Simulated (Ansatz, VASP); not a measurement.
## C in VASP and in Ansatz

Contents of INCAR:

```
PREC     = Accurate       # precision mode
ENCUT    = 520            # plane-wave cutoff, eV
EDIFF    = 1E-6           # SCF threshold, eV
ISMEAR   = -1             # smearing method
SIGMA    = 0.03           # smearing width, eV
LREAL    = False          # projectors in reciprocal space
LASPH    = True           # aspherical terms in the spheres
NELM     = 100            # most SCF steps
ALGO     = Normal         # electronic algorithm
ISIF     = 2              # what is computed and relaxed
LWAVE    = False          # write WAVECAR
LCHARG   = False          # write CHGCAR
GGA      = PE             # functional
NBANDS   = 8              # bands
```

File KPOINTS:

```
Automatic mesh
0
Gamma
  15 15 15
```

File POSCAR:

```
C
1.0
    1.7755632117      0.0000000000      0.0000000000
    0.0000000000      1.7755632117      0.0000000000
    0.0000000000      0.0000000000      1.7755632117
C
1
Direct
    0.0000000000      0.0000000000      0.0000000000
```

Input for Ansatz:

```yaml
crystal:
  lattice:
    - [1.7755632117, 0.0, 0.0]
    - [0.0, 1.7755632117, 0.0]
    - [0.0, 0.0, 1.7755632117]
  atoms:
    - { symbol: C, position: [0.0, 0.0, 0.0] }
kpoints:
  mp_grid: { grid: [15, 15, 15] }
  band_path:
    path:
      - [0.0, 0.0, 0.0]
      - [0.0, 0.5, 0.0]
      - [0.5, 0.5, 0.0]
      - [0.0, 0.0, 0.0]
      - [0.5, 0.5, 0.5]
      - [0.0, 0.5, 0.0]
      - [0.5, 0.5, 0.5]
      - [0.5, 0.5, 0.0]
    npoints: 14
scf:
  occupations: { method: fermi_dirac, width: 0.03 }
hamiltonian:
  xc: pbe
  pseudopotentials: { kind: all_electron, lapw: { basis_error: 0.001 } }
output:
  forces: true
  stress: true
  eigenvalues: true
  fatbands: true
  populations: true
  dos: { projected: true, de: 0.2, e_range: [-14, 8] }
```

This isn't the form of C at room conditions, which is graphite.

Alike in both runs: task single point; functional PBE; k mesh 15 × 15 × 15; occupations fermi-dirac, width 0.03 eV; no spin polarisation.

```csv
,VASP,Ansatz
version,VASP 6.6.1,Ansatz 0.2.0
potentials or method,"VASP PAW PBE potentials, release 64 (C)","all-electron LAPW, scalar-relativistic"
plane-wave cutoff (eV),520,see its input
```

```tsv
	VASP	Ansatz	Ansatz less VASP
pressure (GPa)	0.1	-0.2	-0.37
```

Ansatz ran all-electron here, so the differences hold the error of VASP's frozen core and of both bases.
